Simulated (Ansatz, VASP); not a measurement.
# InP in two plane-wave programs, part 2 of 2

Wanted: the spread between two codes on one cell, functional and k mesh. The cell is taken from a series of runs on this material, whose earlier steps may have relaxed, scaled, displaced or heated it; both programs get it as it stands.

VASP 6.6.1 and Ansatz 0.2.0.

So far: Starting point; VASP: zone-centre phonons, LDA.

## (3) Ansatz: zone-centre phonons, LDA

Level of this step: Ansatz beside VASP: Kohn-Sham DFT, plane waves, LDA (Ansatz).

Ansatz runs on its PAW soft_1 files.

The same cell, functional (in two slightly different forms), mesh and smearing now go to Ansatz, which takes its cutoff from its data sets.

input.yaml reads:

```yaml
crystal:
  lattice:
    - [0.0, 3.0300302543, 2.7773408754]
    - [3.0300302543, 0.0, 2.7773408754]
    - [3.0300302543, 3.0300302543, 0.0]
  atoms:
    - { symbol: P, position: [0.75, 0.75, 0.75] }
    - { symbol: In, position: [0.0, 0.0, 0.0] }
kpoints:
  mp_grid: { grid: [20, 20, 20] }
hamiltonian:
  xc: lda
  pseudopotentials: { kind: paw, azcp: { folder: soft_1 }, xc_functional: pbe }
scf:
  occupations: { method: gaussian, width: 0.02 }
output:
  eigenvalues: true
phonons:
  method: dfpt
```

Started as:

```console
$ ansatz run input.yaml --threads 4 --pin off --max-ram 10240MiB --backend cpu --events-out ev --progress --plain --runs-dir out
```

Numbers of over 12 decimals in the logs are rounded to 6 here.

The program printed:

```text
zone centre: on kpoints.mp_grid the ground state, and the responses unless they are solved on pairs of k-points, stand on 1166 of the mesh's 8000 k-points, reduced under 4 symmetry operations, with k and −k counted as one. Each operation leaves every solved displacement unchanged or reverses it
Engine: ansatz 0.2.0, aarch64-unknown-linux-gnu
Pseudopotentials: kind: paw
Pseudopotential: P, paw, valence charge 5, recommended cutoff 420 eV (normal), soft_1/P.paw.azcp
Pseudopotential: In, paw, valence charge 13, recommended cutoff 420 eV (normal), soft_1/In.paw.azcp
Functional definition: SPW92
  exchange = slater_x
  correlation = pw_c
Crystal: 2 atoms, lattice volume = 50.998 Å³
Basis set: ecut = 420 eV, 977 PW (Γ), exchange–correlation on 60×60×60 points (8 copies of the dense FFT grid, shifted against one another)
Bands: 13, of which v1, the nominal top of the filled ones, is band 9 counted from 1 (8 counted from 0)
Symmetry: 8 space group operations
k-points: 1166 of 8000 (irreducible under 4 space group operations, time reversal used)
Non-local potential: P, projectors of the file, l = 0: 2, l = 1: 2, l = 2: 1
Non-local potential: In, projectors of the file, l = 0: 2, l = 1: 2, l = 2: 2, l = 3: 1
PAW form: soft (Blöchl's): semilocal exchange-correlation on the pseudo side does not see the compensation charge
PAW frozen core: P, regenerated for the run's functional, and the local potential with it (the file was generated under x = pbe(κ = 0.804, μ = 0.219515), c = pbe(β = 0.066725))
PAW frozen core: In, regenerated for the run's functional, and the local potential with it (the file was generated under x = pbe(κ = 0.804, μ = 0.219515), c = pbe(β = 0.066725))
PAW one-centre angular grid: P, 110 points (default); XC on 64 Gauss nodes
PAW one-centre angular grid: In, 590 points (default); XC on 64 Gauss nodes
Initial density: superposition of atomic densities (chi_scale 0.1, normalization cell, long waves kept (reshape's long-wave potential 0.00 eV rms))
Initial wavefunctions: pseudopotential atomic-orbital guess
Functional: x = slater, c = lda
SCF iter   1: F=—  HF=-6183.806895 eV  |F-HF|=—  |Δ(HF+E_count)|=         —  Δρ=3.15e-2  dr2=7.56e-1  ethr=3.10e-3  ⟨swp⟩=6.4  Hψ=104816  notcnv=0
preconditioner: auto → none  [insulator: Δε(μ)=0.481 eV  Ē_g=14.304 eV  σ=0.020 eV  W_gap=1.00  n_scr=14 (ndim 8)  ℏωp=22.1 eV  f_vac=0.000  D(μ)=0.00/eV (n_scr^D=0)  ε∞_Penn≈3.4]
SCF iter   2: F=—  HF=-6183.585964 eV  |F-HF|=—  |Δ(HF+E_count)|=   2.21e-1  Δρ=1.49e-2  dr2=9.16e-2  ethr=3.10e-3  ⟨swp⟩=3.6  Hψ=38320  notcnv=0
SCF iter   3: F=—  HF=-6183.565387 eV  |F-HF|=—  |Δ(HF+E_count)|=   2.06e-2  Δρ=5.69e-3  dr2=1.24e-2  ethr=5.09e-4  ⟨swp⟩=2.6  Hψ=26090  notcnv=0
SCF iter   4: F=—  HF=-6183.562674 eV  |F-HF|=—  |Δ(HF+E_count)|=   2.71e-3  Δρ=6.78e-4  dr2=1.14e-4  ethr=6.90e-5  ⟨swp⟩=3.1  Hψ=30112  notcnv=0
SCF iter   5: F=—  HF=-6183.562646 eV  |F-HF|=—  |Δ(HF+E_count)|=   2.81e-5  Δρ=1.32e-4  dr2=5.33e-6  ethr=6.32e-7  ⟨swp⟩=2.0  Hψ=25654  notcnv=0
SCF iter   6: F=—  HF=-6183.562644 eV  |F-HF|=—  |Δ(HF+E_count)|=   1.63e-6  Δρ=1.73e-5  dr2=1.13e-7  ethr=2.96e-8  ⟨swp⟩=3.0  Hψ=27440  notcnv=0
SCF iter   7: F=—  HF=-6183.562644 eV  |F-HF|=—  |Δ(HF+E_count)|=   2.26e-7  Δρ=1.59e-6  dr2=2.10e-9  ethr=6.28e-10  ⟨swp⟩=2.2  Hψ=20305  notcnv=0
SCF iter   8: F=-6183.562644 eV  HF=-6183.562644 eV  |F-HF|=9.09e-13  |Δ(HF+E_count)|=  5.77e-10  Δρ=1.10e-7  dr2=6.34e-12  ethr=1.00e-12  ⟨swp⟩=7.1  Hψ=106560  notcnv=0
SCF 1 converged in 8 iterations: F = -6183.562644 eV  dr2 = 6.34e-12
  greatest PAW one-centre occupation: 0.982 electrons in one spin orbital (limit 2), on the In atom at site 1 (counted from 0), in its partial waves of l = 2
DFPT response loops at Γ: preconditioner auto → none (the input reference at scf.mixing.eps_inf says where Resta's filter doesn't serve); β = 0.50; Broyden in place of MSR1
SCF converged after 8 iterations
Free energy (F): -6183.562644 eV
Harris-Foulkes:  -6183.562644 eV  (|F-HF|=9.09e-13)
Internal energy: -6183.562644 eV  (E = F + TS)
E sigma→0 (E₀):  -6183.562644 eV
Fermi energy:    6.910821 eV
--- Per-component energies (eV) ---
  E_band       = -58.756632
  E_kinetic    = 287.901803
  E_local      = -1341.609163  (includes V_loc(G=0)·N_el)
  E_nonlocal   = 363.863446
  E_hartree    = 534.920089
  E_xc         = -213.595405
  E_vxc        = -151.083555  (∫ρ·V_xc dr)
  E_paw        = -4599.098425  (= ΣΔE_a)
  E_vpaw       = -287.669441  (= ΣTr[D̂ρ^β])
  E_aug_tail   = 0.000076  (compensation charges beyond the density's cutoff)
  E_ewald      = -1216.346953
  E_core_change = 0.401886  (= ΣΔE_core)
  E_smearing   = -0.000000  (= −TS)
  E_closure    = 0.000000  (closes the sum)
  Σ components = -6183.562644   (vs F -6183.562644, Δ=0.00e0)
--- Band table (eV; the first three rows and the last of 1166) ---
  k-point 0: bands = [... 5 lower, -4.8424, 6.4818, 6.4818, 6.8392, 6.9825, 10.5179, 10.6588, 10.6588]
  k-point 1: bands = [... 5 lower, -4.8140, 6.0494, 6.4446, 6.7087, 7.4317, 10.5027, 10.7041, 10.7172]
  k-point 2: bands = [... 5 lower, -4.7293, 5.3437, 6.3415, 6.6201, 7.8742, 10.5053, 10.8236, 10.8916]
  k-point 1165: bands = [... 5 lower, -2.2944, 1.1575, 3.9927, 3.9927, 7.9601, 8.2145, 15.8801, 15.8801]
--- Phonons (Γ-DFPT): 4 representative perturbations + reference, on 1166 of 8000 k-points (Σ response iterations 12) ---
  k mesh reduced under 4 symmetry operations, with k and −k counted as one. Each operation leaves every solved displacement unchanged or reverses it
  ASR residual: 7.789e-5 → 0.000e0 eV/Å²; symmetrization residual: 5.075e-6 eV/Å²
  ASR residual per site (eV/Å²): 7.79e-5 2.55e-5
  Γ frequencies (cm⁻¹): 0.00 0.00 0.00 283.15 291.46 291.46
  non-analytic LO–TO correction: not included (Born effective charges unavailable; polar crystals: no LO–TO splitting at Γ)
```

## (4) Differences

Known differences besides the potentials themselves: the two LDA forms differ slightly; the cutoff is 420 eV in Ansatz and 500 eV in VASP; VASP's log shows a relativistic correction to its local exchange, Ansatz's none. Total energies have different zeros and are not compared.

The two programs side by side:

```
                  quantity  Ansatz   VASP  difference
     optical mode 1 (cm⁻¹)   283.1  282.7     +0.16 %
optical mode 2 to 3 (cm⁻¹)   291.5  291.0     +0.15 %
```

Modes are paired by rising frequency, not by their patterns, so a pair may set unlike modes beside each other; they are those without the splitting of longitudinal modes.

## (5) Results

| Property | Result |
| --- | --- |
| r.m.s. difference of the optical zone-centre modes, each program's sorted by frequency (zone-centre phonons, LDA) | 0.44 cm⁻¹ |

In words: The r.m.s. difference of the optical zone-centre modes, each program's sorted by frequency is 0.44 cm⁻¹ (zone-centre phonons, LDA). Such differences can come from data sets, numerical settings and the points named under the comparisons, not from the functional's error against experiment.

[Lines on the potential files, build, host, timing and source positions are cut from VASP's logs without a mark.]

[Logs are printed without paths, hosts, clocks, repeated set-up lines and the standing remarks that a program may print on its own settings, such as how far it seeks lower states.]

[Hosts, paths, dates, database ids (printed as entryN), source tags and the programs' standing remarks are cut or masked in the printed files.]
